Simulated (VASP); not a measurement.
# BaTe, energy along a vibration (SMASS = -2): which settings are enough?

BaTe, Fm-3m (no. 225), atoms displaced along the mode, 2 atoms in the cell. PBEsol, energy along a line of displacements; PAW potentials Ba_sv, Te (PBE set). VASP 6.6.1.

Wanted: harmonic frequency within 1 %.

Space group without the displacement: Fm-3m (no. 225); Mode: optical mode at Gamma along x.

POSCAR of the starting run:
```
BaTe
1.0
    0.0000000000      3.4100000000      3.4100000000
    3.4100000000      0.0000000000      3.4100000000
    3.4100000000      3.4100000000      0.0000000000
Ba Te
1 1
Direct
    0.0056497609     -0.0056497609     -0.0056497609
    0.4939195556      0.5060804444      0.5060804444

    0.0096328423   0.0000000000   0.0000000000
   -0.0103671577   0.0000000000   0.0000000000
```

The series start from k mesh: 4 × 4 × 4; Cutoff (eV): 260; Step along the mode (Å): 0.02; Precision and projection: Accurate, reciprocal space. Each series keeps the choices made before it, and each single choice may use up half of a tolerance.

## k mesh

| k mesh | Harmonic frequency (THz) | Time (s) |
|---|---|---|
| 2 × 2 × 2 | -2.276 | 18 |
| 3 × 3 × 3 | 2.781 | 24 |
| 4 × 4 × 4 | 3.132 | 39 |
| 5 × 5 × 5 | 3.224 | 60 |
| 6 × 6 × 6 (reference) | 3.252 | 102 |

Chosen: 6 × 6 × 6; the next looser run is off by more than half of the tolerance, so convergence isn't shown beyond this value.

## Cutoff (eV)

| Cutoff (eV) | Harmonic frequency (THz) | Time (s) |
|---|---|---|
| 140 | 3.302 | 43 |
| 170 | 3.25 | 68 |
| 200 | 3.259 | 71 |
| 230 | 3.256 | 74 |
| 260 | 3.252 | 102 |
| 300 (reference) | 3.252 | 105 |

Chosen: 170, the loosest value from which every tighter one stays within half of the tolerance.

## Precision and projection

| Precision and projection | Harmonic frequency (THz) | Time (s) |
|---|---|---|
| Accurate, reciprocal space | 3.254 | 82 |
| Normal, reciprocal space | 3.264 | 37 |
| Normal, Auto | 3.255 | 52 |

Chosen: Normal, reciprocal space, the fastest of those that stay within half of the tolerance.

Also changed on the way, by series that aren't shown: Step along the mode (Å): 0.08.

## All choices together

| Input | Harmonic frequency (THz) | Time (s) |
|---|---|---|
| defaults on a coarse mesh (naive) | 2.797 | 3.6 |
| chosen settings | 3.264 | 37 |
| reference settings throughout | 3.252 | 110 |

The chosen settings stay within the tolerance of the reference run, but the reference itself isn't shown to be converged in: k mesh.

## The input

INCAR:
```
SYSTEM = BaTe
  GGA = PS
  PREC = Normal
  ENCUT = 170
  EDIFF = 1E-7
  ALGO = Normal
  LREAL = .FALSE.
  LASPH = .TRUE.
  ISMEAR = 0
  SIGMA = 0.03
  ISYM = 0
  LWAVE = .FALSE.
  LCHARG = .FALSE.
  IBRION = 0
  SMASS = -2
  POTIM = 1
  NSW = 9
  NELMIN = 4
  IWAVPR = 11
  KPAR = 2
```

KPOINTS:
```
Automatic mesh
0
Gamma
  6 6 6
  0 0 0
```

POSCAR:
```
BaTe
1.0
    0.0000000000      3.4100000000      3.4100000000
    3.4100000000      0.0000000000      3.4100000000
    3.4100000000      3.4100000000      0.0000000000
Ba Te
1 1
Direct
    0.0225990434     -0.0225990434     -0.0225990434
    0.4756782223      0.5243217777      0.5243217777

    0.0385313690   0.0000000000   0.0000000000
   -0.0414686310   0.0000000000   0.0000000000
```

Commands:
```
cat potpaw_PBE.64/Ba_sv/POTCAR potpaw_PBE.64/Te/POTCAR > POTCAR
mpirun -np 2 vasp_std > vasp.out
```

The chosen input took VASP 6.6.1 37 s on 2 cores (AMD EPYC 7R43 (Zen 3)), a shared host.

## An input that fails: electronic threshold far too loose

It runs to its end, but against the unchanged starting input it is off by 10 % in the harmonic frequency.

Changes against the starting input:
```
- EDIFF = 1e-07
- NELMIN = 4
+ EDIFF = 0.1
```
